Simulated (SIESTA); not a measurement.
Wanted: the native input for a SIESTA 5.4.2 run.

- Task: band structure
- Functional: PBEJsJrLO
- Potentials or basis: PseudoDojo 0.4 standard (PBE files)
- Basis: DZP (energy shift 0.002 Ry)
- Grid cutoff: 800 Ry
- Energy shift: 0.002 Ry
- k mesh: 5 × 6 × 5
- Occupations: fermi-dirac, width 0.05 eV
- Spin: no spin polarisation

Crystal: HfO2.

```
CELL_PARAMETERS angstrom
5.21946 0.00000 0.00000
0.00000 5.00476 0.00000
0.00000 0.00000 5.03269
ATOMIC_POSITIONS crystal
Hf 0.96699 0.73252 0.74144
Hf 0.53301 0.73252 0.24144
Hf 0.46699 0.26748 0.74144
Hf 0.03301 0.26748 0.24144
O 0.63213 0.92865 0.87927
O 0.86787 0.92865 0.37927
O 0.23395 0.53988 0.49229
O 0.26605 0.53988 0.99229
O 0.76605 0.46012 0.99229
O 0.73395 0.46012 0.49229
O 0.13213 0.07135 0.87927
O 0.36787 0.07135 0.37927
```

Measurements of this composition are mostly on another form, of space group No. 14.

The input as run:

HfO2.fdf

```
SystemName                      HfO2
SystemLabel                     HfO2
NumberOfSpecies                 2
NumberOfAtoms                   12
%block ChemicalSpeciesLabel
  1  72 Hf
  2   8 O
%endblock ChemicalSpeciesLabel

LatticeConstant                 1.0 Ang
%block LatticeVectors
     5.2194633600     0.0000000000     0.0000000000
     0.0000000000     5.0047636900     0.0000000000
     0.0000000000     0.0000000000     5.0326850500
%endblock LatticeVectors
AtomicCoordinatesFormat         Fractional
%block AtomicCoordinatesAndAtomicSpecies
     0.9669940000     0.7325208200     0.7414403500  1  Hf
     0.5330060000     0.7325208200     0.2414403500  1  Hf
     0.4669940000     0.2674791800     0.7414403500  1  Hf
     0.0330060000     0.2674791800     0.2414403500  1  Hf
     0.6321274500     0.9286454000     0.8792672600  2  O
     0.8678725500     0.9286454000     0.3792672600  2  O
     0.2339485200     0.5398830500     0.4922923900  2  O
     0.2660514800     0.5398830500     0.9922923900  2  O
     0.7660514800     0.4601169500     0.9922923900  2  O
     0.7339485200     0.4601169500     0.4922923900  2  O
     0.1321274500     0.0713546000     0.8792672600  2  O
     0.3678725500     0.0713546000     0.3792672600  2  O
%endblock AtomicCoordinatesAndAtomicSpecies

%block kgrid.MonkhorstPack
    5   0   0  0.0
    0   6   0  0.0
    0   0   5  0.0
%endblock kgrid.MonkhorstPack
XC.Functional                   GGA
XC.Authors                      PBEJsJrLO
PAO.BasisSize                   DZP
PAO.EnergyShift                 0.002 Ry
Mesh.Cutoff                     800 Ry
OccupationFunction              FD
ElectronicTemperature           0.05 eV
MaxSCFIterations                120
SCF.MustConverge                false
SCF.Mixer.Method                Pulay
SCF.Mixer.Weight                0.25
SCF.Mixer.History               8
SCF.DM.Tolerance                5.0e-05
SCF.H.Tolerance                 1.0e-03 eV
WriteForces                     true
Charge.Mulliken                 end
BandLinesScale                  ReciprocalLatticeVectors
%block BandLines
    1    0.000000   0.000000   0.000000  \Gamma
    7    0.000000   0.500000   0.000000  X
    7    0.000000   0.500000   0.500000  S
    7    0.000000   0.000000   0.500000  Y
    7    0.000000   0.000000   0.000000  \Gamma
    6    0.500000   0.000000   0.000000  Z
    7    0.500000   0.500000   0.000000  U
    7    0.500000   0.500000   0.500000  R
    7    0.500000   0.000000   0.500000  T
    7    0.500000   0.000000   0.000000  Z
    1    0.000000   0.000000   0.500000  Y
    6    0.500000   0.000000   0.500000  T
    1    0.500000   0.500000   0.000000  U
    6    0.000000   0.500000   0.000000  X
    1    0.000000   0.500000   0.500000  S
    6    0.500000   0.500000   0.500000  R
%endblock BandLines
```

Potentials or basis: PseudoDojo 0.4 standard (PBE files), DZP (energy shift 0.002 Ry).

The run is started by

```sh
$ siesta HfO2.fdf > HfO2.out 2>&1
```

Results of the run:

```yaml
Pressure: 7.1 GPa
Largest_force: 0.150 eV/Å
Band_gap_on_the_k_mesh: 4.20 eV, indirect (least direct gap 4.40 eV)
Band_gap_along_the_path: 4.26 eV, indirect (least direct gap 4.37 eV)
```

Caveat: semicore shells carry a single zeta, which can move pressures by several GPa and volumes by a few percent; the potentials were made for another functional, which shifts forces and pressure; spin-orbit coupling is left out, which moves the levels of the heavy elements; the basis of atomic orbitals isn't converged, which shifts pressures, moduli and gaps.

Run time: 5 min on 1 thread of Arm Neoverse V2 (shared host), peak memory 0.9 GiB.
